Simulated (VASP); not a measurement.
The system is EuO.

```xyz
2
Lattice="0.0000 2.5720 2.5720 2.5720 0.0000 2.5720 2.5720 2.5720 0.0000" Properties=species:S:1:pos:R:3 pbc="T T T"
Eu    2.5720    2.5720    2.5720
O     0.0000    0.0000    0.0000
```

The cell was built by a generator and isn't the measured one.

Base run:

| Item | Value |
| --- | --- |
| Program | VASP 6.6.1 |
| Functional | r2SCAN |
| Potentials or basis | VASP PAW PBE potentials, release 64 (Eu, O) |
| Cutoff | 520 eV |
| k mesh | 6 × 6 × 6 |
| Occupations | gaussian, width 0.05 eV |
| Spin | collinear spin, ferromagnetic start |
| Starting moments | [7.0, 0.0] μB |
| Hubbard terms | Eu f U = 4 eV |

Its results: band gap on the k mesh none (metal or under the smearing width); pressure -2.0 GPa; net moment 7.00 μB per cell; site moments Eu +6.62; O -0.11 μB.

Q: The run is repeated on the same cell with these changes: hubbard terms from Eu f U = 4 eV to Eu f U = 5 eV. What comes out?

A: Band gap on the k mesh none (metal or under the smearing width); pressure -1.2 GPa; net moment 7.00 μB per cell; site moments Eu +6.64; O -0.11 μB.

Caveats: the PAW data sets were made with another functional, which shifts forces and pressure a little; spin-orbit coupling is left out, which moves the levels of the heavy elements; a cell with one magnetic atom can't hold antiferromagnetic order, which such compounds often take.
